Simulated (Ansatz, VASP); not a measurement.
**Sr: VASP beside Ansatz**

```
CELL_PARAMETERS angstrom
-2.43500 2.43500 2.43500
2.43500 -2.43500 2.43500
2.43500 2.43500 -2.43500
ATOMIC_POSITIONS crystal
Sr 0.00000 0.00000 0.00000
```

This isn't the form of Sr at room conditions, which is fcc.

Alike in both runs: task relaxation of cell and atoms; functional r2SCAN; k mesh 12 × 12 × 12; occupations gaussian, width 0.1 eV; no spin polarisation.

|  | VASP | Ansatz |
| --- | --- | --- |
| version | VASP 6.6.1 | Ansatz 0.2.0 |
| potentials or method | VASP PAW PBE potentials, release 64 (Sr_sv) | scalar-relativistic, plane waves, PAW |
| plane-wave cutoff (eV) | 600 | 500 |
| valence electrons in the cell | 10 | 10 |

```csv
,VASP,Ansatz,Ansatz less VASP
"gap on the k mesh at the Fermi level, each at its own relaxed structure (eV)",none,none,-
relaxed volume (Å³/atom),55.71,55.60,-0.110
relaxed cell length with the largest relative difference (Å),4.167,4.165,-0.0027
energy change over the relaxation (meV/atom),-2,-2,0.0
```

A gap of «none» marks a metal or a gap that the smearing closes.

Caveats: the PAW data sets were made with another functional, which shifts forces and pressure a little (VASP).
